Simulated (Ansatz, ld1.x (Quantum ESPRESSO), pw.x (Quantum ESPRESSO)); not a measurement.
# pw.x on bcc F: one setting changed

Potential: PAW, ld1.x (Quantum ESPRESSO) 7.5, PBE; core [He], reference 2s2 2p5; waves: 2s (bound): rcut 0.55, rcutus 0.70 bohr; 2s channel at 3.2 Ry: rcut 0.55, rcutus 0.70 bohr; 2p (bound): rcut 1.75, rcutus 1.95 bohr; 2p channel at 2.2 Ry: rcut 1.75, rcutus 1.95 bohr; 3d channel at -0.1 Ry: rcut 1.55, rcutus 1.90 bohr; 3d channel at 0.8 Ry: rcut 1.55, rcutus 1.90 bohr; local part: all-electron potential smoothed inside 1.40 bohr (lloc = -1); core correction: a·sin(br)/r model core inside 0.68 bohr; augmentation: PSQ, inside the norm-conserving radii.

The reference run (k-mesh 17³, cutoffs 110/900 Ry, Fermi–Dirac 0.01 Ry, mixing_beta 0.4, conv_thr 1e-9, no spin) gives -0.45 GPa at 10.330 Å³/atom, where all-electron LAPW gives -0.11 GPa. This run, with its own iteration cap, changes occupations to fixed, a wrong or extreme entry chosen on purpose.

```
&control
  calculation='scf', prefix='x', pseudo_dir='./', outdir='./tmp', tstress=.true., disk_io='none'
/
&system
  ibrav=0, nat=1, ntyp=1, ecutwfc=110, ecutrho=900, nbnd=11,
  occupations='fixed'
/
&electrons
  conv_thr=1e-09, mixing_beta=0.4, electron_maxstep=70
/
ATOMIC_SPECIES
F 1.0 F.UPF
CELL_PARAMETERS angstrom
  -1.37197683 1.37197683 1.37197683
  1.37197683 -1.37197683 1.37197683
  1.37197683 1.37197683 -1.37197683
ATOMIC_POSITIONS crystal
F 0.0000 0.0000 0.0000
K_POINTS automatic
17 17 17 0 0 0
```

```bash
pw.x < F.scf.in > F.scf.out
```

**Question.** How does the run end?

**Answer.** It stops with "electrons: charge is wrong: smearing is needed".

```
Message from routine setup:
     the system is metallic, specify occupations
     Message from routine setup:
     using ibrav=0 with symmetry is DISCOURAGED, use correct ibrav instead
     lattice parameter (alat)  =       4.4906  a.u.
     unit-cell volume          =      69.7103 (a.u.)^3
     number of electrons       =         7.00
     number of Kohn-Sham states=           11
     kinetic-energy cutoff     =     110.0000  Ry
     charge density cutoff     =     900.0000  Ry
     scf convergence threshold =      1.0E-09
     Exchange-correlation= SLA  PW   PBX  PBC
     number of k points=   165
     iteration #  1     ecut=   110.00 Ry     beta= 0.40
     Error in routine electrons (1):
     charge is wrong: smearing is needed
```

The run took about 8.3 s on one core of a shared host (Neoverse-V1, 32 threads, 247 GiB, load 18).
